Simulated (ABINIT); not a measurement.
# Cr (P6_3/mmc) in ABINIT: convergence with pawecutdg

Aim: find how far pawecutdg must go before the results for Cr settle, at PBE. This setting moves, with any that are tied to it; all else stays.

Program: ABINIT 10.8.3 (patched build). These are calculated values, not measurements. Logs are shortened: lines on timing, memory, paths and dates and some standing lists are left out, and cuts for length are marked. The log counts tension as positive stress, the text compression.

## Step 1: The structure

It takes space group P6_3/mmc (No. 194, hexagonal). The conventional cell has a = 2.714 Å, b = 2.714 Å, c = 4.410 Å, α = 90.00°, β = 90.00°, γ = 120.00°. Cr (site symmetry -6m2) is surrounded by 12 Cr at 2.71 Å.

This isn't the form of Cr at room conditions, which is bcc.

## Step 2: With pawecutdg 23.7

Contents of run.abi:

```
# Pseudopotentials
pp_dirpath "./"
pseudos "Cr.GGA_PBE-JTH.xml"

# Structure
acell 3*1.0 Angstrom
rprim
     2.7140000000     0.0000000000     0.0000000000
    -1.3570000000     2.3503929459     0.0000000000
     0.0000000000     0.0000000000     4.4100000000
ntypat 1
znucl 24
natom 2
typat 1 1
xcart
     1.3570000001     0.7834643152     3.3075000000
    -0.0000000001     1.5669286307     1.1025000000 Angstrom

# Plane-wave basis
ecut 23.0
pawecutdg 23.7
pawxcdev 0

# k points
kptopt 1
ngkpt 9 9 5
nshiftk 1
shiftk 0.0 0.0 0.0

# Exchange and correlation
ixc 11

# Bands and occupations
nband 20
occopt 6
tsmear 0.00367493

# Spin
nsppol 2
spinat
     0.0000000000     0.0000000000     3.0000000000
     0.0000000000     0.0000000000     3.0000000000

# SCF cycle
nstep 100
tolvrs 1.0e-9

# Output
iomode 3
prtwf 0
prtden 0
prteig 0
prtebands 0
enunit 1
```

Potentials or basis: JTH PAW PBE v2.0.

The run is started by

```sh
$ abinit run.abi > log 2>&1
```

run.abo:

```text
.Version 10.8.3 of ABINIT
 Symmetries : space group P6_3/m m c (#194); Bravais hP (primitive hexag.)
================================================================================
 Values of the parameters that define the memory need of the present run
     intxc =       0    ionmov =       0      iscf =      17    lmnmax =      18
     lnmax =       6     mgfft =      36  mpssoang =       3    mqgrid =    3001
     natom =       2  nloc_mem =       2    nspden =       2   nspinor =       1
    nsppol =       2      nsym =      24    n1xccc =       1    ntypat =       1
    occopt =       6   xclevel =       2
       mpw =        1026          nfft =       20736          nkpt =          36
 PAW method is used; the additional fine FFT grid is defined by:
   mgfftf=        40    nfftf =     23040
================================================================================
================================================================================

--------------------------------------------------------------------------------
------------- Echo of variables that govern the present computation ------------
--------------------------------------------------------------------------------
 -outvars: echo values of preprocessed input variables --------
            acell      1.8897261259E+00  1.8897261259E+00  1.8897261259E+00 Bohr
              amu      5.19961000E+01
             ecut      2.30000000E+01 Hartree
           enunit           1
              ixc          11
         kptrlatt        9    0    0      0    9    0      0    0    5
          kptrlen      4.16684611E+01
            natom           2
            nband          20
            ngfft          24      24      36
          ngfftdg          24      24      40
             nkpt          36
           nspden           2
           nsppol           2
            nstep         100
             nsym          24
           ntypat           1
           occopt           6
        pawecutdg      2.37000000E+01 Hartree
         pawxcdev           0
[... 195 lines left out ...]
xc                  : -9.35298661412312E+00
Ewald energy        : -1.24095918227988E+02
psp_core            :  7.96857481367120E+00
local_psp           : -1.05161970096284E+02
PAW spherical_terms : -1.09250307603299E+01
internal            : -1.74788465815327E+02
'-kT*entropy'       :  3.99191261842203E-06
total_energy        : -1.74788461823415E+02
total_energy_eV     : -4.75623634601784E+03
...

--- !EnergyTermsDC
iteration_state     : {dtset: 1, }
comment             : '"Double-counting" decomposition of free energy'
band_energy         : -2.18151031441856E+01
Ewald energy        : -1.24095918227988E+02
psp_core            :  7.96857481367120E+00
xc_dc               : -3.37061406191202E+01
PAW spherical_terms : -3.13987149163758E+00
internal            : -1.74788458669260E+02
'-kT*entropy'       :  3.99191261842203E-06
total_energy_dc     : -1.74788454677348E+02
total_energy_dc_eV  : -4.75623615156345E+03
...

--- !EnergyTermsWithPAWCore
iteration_state     : {dtset: 1, }
comment             : 'Components of total free energy, including PAW core contributions'
Total energy        : -2.10170257968446E+03
Total energy DC     : -2.10170257253839E+03
Total energy (eV)   : -5.71902406699685E+04
Total energy DC (eV): -5.71902404755141E+04
...

 Cartesian components of stress tensor (hartree/bohr^3)
  sigma(1 1)=  9.33596287E-04  sigma(3 2)=  0.00000000E+00
  sigma(2 2)=  9.33596286E-04  sigma(3 1)=  0.00000000E+00
  sigma(3 3)=  7.40394865E-04  sigma(2 1)=  0.00000000E+00

-Cartesian components of stress tensor (GPa)         [Pressure= -2.5573E+01 GPa]
- sigma(1 1)=  2.74673511E+01  sigma(3 2)=  0.00000000E+00
- sigma(2 2)=  2.74673510E+01  sigma(3 1)=  0.00000000E+00
- sigma(3 3)=  2.17831690E+01  sigma(2 1)=  0.00000000E+00

== END DATASET(S) ==============================================================
================================================================================

 -outvars: echo values of variables after computation  --------
            acell      1.8897261259E+00  1.8897261259E+00  1.8897261259E+00 Bohr
           etotal     -1.7478845468E+02
            fcart     -0.0000000000E+00 -0.0000000000E+00 -0.0000000000E+00
                      -0.0000000000E+00 -0.0000000000E+00 -0.0000000000E+00
            rprim      2.7140000000E+00  0.0000000000E+00  0.0000000000E+00
                      -1.3570000000E+00  2.3503929459E+00  0.0000000000E+00
                       0.0000000000E+00  0.0000000000E+00  4.4100000000E+00
           strten      9.3359628731E-04  9.3359628625E-04  7.4039486511E-04
                       0.0000000000E+00  0.0000000000E+00  0.0000000000E+00
           xangst      1.3570000000E+00  7.8346431530E-01  3.3075000000E+00
                      -1.0140739322E-16  1.5669286306E+00  1.1025000000E+00
             xred      6.6666666667E-01  3.3333333333E-01  7.5000000000E-01
                       3.3333333333E-01  6.6666666667E-01  2.5000000000E-01
 Calculation completed.
```

It took 76 s on 1 thread of Arm Neoverse V2, shared host; peak memory 0.14 GiB.

Results:

```
Free energy                                           : -4756.2362 eV
Pressure                                              : -25.6 GPa
Band gap on the k mesh                                : none (metal or under the smearing width)
Net moment                                            : 1.64 μB per cell
Site moments                                          : Cr +0.72 μB
Valence electrons inside the program's atomic spheres : Cr 12.01 (radii [1.1156] Å)
```

## Step 3: With pawecutdg 27.6

run.abi: that of step 2 with these lines changed.

```diff
@@ -20,3 +20,3 @@
 ecut 23.0
-pawecutdg 23.7
+pawecutdg 27.6
 pawxcdev 0
```

Potentials or basis: JTH PAW PBE v2.0.

The run is started by

```sh
$ abinit run.abi > log 2>&1
```

Run time: 79 s. Hardware: 1 thread of Arm Neoverse V2, shared host; peak memory 0.14 GiB.

Results (log left out):

* Free energy: -4756.2359 eV
* Pressure: -25.6 GPa
* Band gap on the k mesh: none (metal or under the smearing width)
* Net moment: 1.64 μB per cell
* Site moments: Cr +0.72 μB
* Valence electrons inside the program's atomic spheres: Cr 12.02 (radii [1.1156] Å)

## Step 4: With pawecutdg 34.5

run.abi: that of step 3 with these lines changed.

```diff
@@ -20,3 +20,3 @@
 ecut 23.0
-pawecutdg 27.6
+pawecutdg 34.5
 pawxcdev 0
```

The run is started by

```sh
$ abinit run.abi > log 2>&1
```

Run time: 80 s. Hardware: 1 thread of Arm Neoverse V2, shared host; peak memory 0.15 GiB.

Results (log left out):

- Free energy: -4756.2360 eV
- Pressure: -25.6 GPa
- Band gap on the k mesh: none (metal or under the smearing width)
- Net moment: 1.64 μB per cell
- Site moments: Cr +0.72 μB
- Valence electrons inside the program's atomic spheres: Cr 12.01 (radii [1.1156] Å)

## Step 5: With pawecutdg 41.4

run.abi: that of step 4 with these lines changed.

```diff
@@ -20,3 +20,3 @@
 ecut 23.0
-pawecutdg 34.5
+pawecutdg 41.4
 pawxcdev 0
```

The run is started by

```sh
$ abinit run.abi > log 2>&1
```

Wall time 80 s (1 thread of Arm Neoverse V2, shared host); peak memory 0.15 GiB.

It converged, with:

| Item | Value |
| --- | --- |
| Free energy | -4756.2358 eV |
| Pressure | -25.6 GPa |
| Band gap on the k mesh | none (metal or under the smearing width) |
| Net moment | 1.64 μB per cell |
| Site moments | Cr +0.72 μB |
| Valence electrons inside the program's atomic spheres | Cr 12.00 (radii [1.1156] Å) |

## Step 6: With pawecutdg 50.6

run.abi: that of step 5 with these lines changed.

```diff
@@ -20,3 +20,3 @@
 ecut 23.0
-pawecutdg 41.4
+pawecutdg 50.6
 pawxcdev 0
```

Potentials or basis: JTH PAW PBE v2.0.

The run is started by

```sh
$ abinit run.abi > log 2>&1
```

Run time: 84 s. Hardware: 1 thread of Arm Neoverse V2, shared host; peak memory 0.16 GiB.

Results (log left out):

| Item | Value |
| --- | --- |
| Free energy | -4756.2358 eV |
| Pressure | -25.6 GPa |
| Band gap on the k mesh | none (metal or under the smearing width) |
| Net moment | 1.64 μB per cell |
| Site moments | Cr +0.72 μB |
| Valence electrons inside the program's atomic spheres | Cr 12.00 (radii [1.1156] Å) |

## Step 7: With pawecutdg 62.1

run.abi: that of step 6 with these lines changed.

```diff
@@ -20,3 +20,3 @@
 ecut 23.0
-pawecutdg 50.6
+pawecutdg 62.1
 pawxcdev 0
```

The run is started by

```sh
$ abinit run.abi > log 2>&1
```

It took 84 s on 1 thread of Arm Neoverse V2, shared host; peak memory 0.16 GiB.

Results (log left out):

```
Free energy                                           : -4756.2358 eV
Pressure                                              : -25.6 GPa
Band gap on the k mesh                                : none (metal or under the smearing width)
Net moment                                            : 1.64 μB per cell
Site moments                                          : Cr +0.72 μB
Valence electrons inside the program's atomic spheres : Cr 12.00 (radii [1.1156] Å)
```

## Step 8: With pawecutdg 75.9

run.abi: that of step 7 with these lines changed.

```diff
@@ -20,3 +20,3 @@
 ecut 23.0
-pawecutdg 62.1
+pawecutdg 75.9
 pawxcdev 0
```

The run is started by

```sh
$ abinit run.abi > log 2>&1
```

Wall time 86 s (1 thread of Arm Neoverse V2, shared host); peak memory 0.19 GiB.

Results (log left out):

```yaml
Free_energy: -4756.2359 eV
Pressure: -25.6 GPa
Band_gap_on_the_k_mesh: none (metal or under the smearing width)
Net_moment: 1.64 μB per cell
Site_moments: Cr +0.72 μB
Valence_electrons_inside_the_program's_atomic_spheres: Cr 12.00 (radii [1.1156] Å)
```

## Step 9: The series at a glance

```
pawecutdg  energy less the tightest run (meV/atom)  SCF cycles  CPU time (s)  peak memory (GiB)
     23.7                                    -0.14          22            76               0.14
     27.6                                     0.00          23            79               0.14
     34.5                                    -0.05          23            79               0.15
     41.4                                     0.02          23            80               0.15
     50.6                                     0.04          24            84               0.16
     62.1                                     0.04          24            84               0.16
     75.9                                     0.00          24            86               0.19
```

Against the tightest run, the energy stays within 1 meV/atom from 23.7 on. The tightest run that finished is the yardstick and may itself not be fully converged.

Caveats: so large a pressure means that the cell lies far from this level's equilibrium, or that cutoff or potentials fall short.
